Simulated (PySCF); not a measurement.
Isomers of C7H6O, one GFN2-xTB conformer each. Single-point energies are computed at PBE0/pcSseg-1 (PySCF, gas phase, no added dispersion term), electronic only.

Task: Rank them by PBE0/pcSseg-1 energy, lowest first (kcal/mol).
A. `[CH:1]#[C:2][C:3]#[C:4][CH2:5][C:6]([CH3:7])=[O:8]` with C4–C5–C6–C7 -48°
B. `[O:1]=[CH:2][c:3]1[cH:4][cH:5][cH:6][cH:7][cH:8]1` with O1–C2–C3–C4 180°
C. `CC#Cc1ccco1`
D. `C#CC1=CCCC1=O`
E. `[CH2:1]=[C:2]1[CH:3]=[C:4]([CH:5]=[O:6])[C:7]1=[CH2:8]` with C3–C4–C5–O6 0°

Result: B (0.0), D (49.3), C (50.3), E (67.8), A (83.9).

As drawn, the lowest has an aromatic ring, which the highest lacks; the highest has a C≡C bond, which the lowest lacks. Neighbours under 2.5 kcal/mol apart (C#CC1=CCCC1=O and CC#Cc1ccco1) can change places with a better method, another conformer or zero-point energy. GFN2-xTB itself gives, in the same order: 0.0, 33.4, 20.6, 59.9, 66.4. Both levels put the same isomer lowest; measured from each level's own lowest isomer, the values differ by up to 29.7 kcal/mol (CC#Cc1ccco1: 20.6 against 50.3).

Task: Which frontier levels, dipoles and rotational constants go with these structures?

Result: 
```json
{"SMILES": "O=Cc1ccccc1", "HOMO (eV, PBE0/pcSseg-1)": "-7.56", "LUMO (eV)": "-1.90", "dipole (D)": "3.38", "A, B, C (MHz)": "5309, 1581, 1218"}
{"SMILES": "C#CC1=CCCC1=O", "HOMO (eV, PBE0/pcSseg-1)": "-7.26", "LUMO (eV)": "-1.73", "dipole (D)": "3.81", "A, B, C (MHz)": "3745, 1815, 1241"}
{"SMILES": "CC#Cc1ccco1", "HOMO (eV, PBE0/pcSseg-1)": "-6.14", "LUMO (eV)": "-0.47", "dipole (D)": "0.75", "A, B, C (MHz)": "8812, 1028, 926.3"}
{"SMILES": "C=C1C=C(C=O)C1=C", "HOMO (eV, PBE0/pcSseg-1)": "-7.22", "LUMO (eV)": "-2.60", "dipole (D)": "3.03", "A, B, C (MHz)": "4298, 1473, 1097"}
{"SMILES": "C#CC#CCC(C)=O", "HOMO (eV, PBE0/pcSseg-1)": "-7.22", "LUMO (eV)": "-1.05", "dipole (D)": "2.32", "A, B, C (MHz)": "6187, 842.0, 787.7"}
```
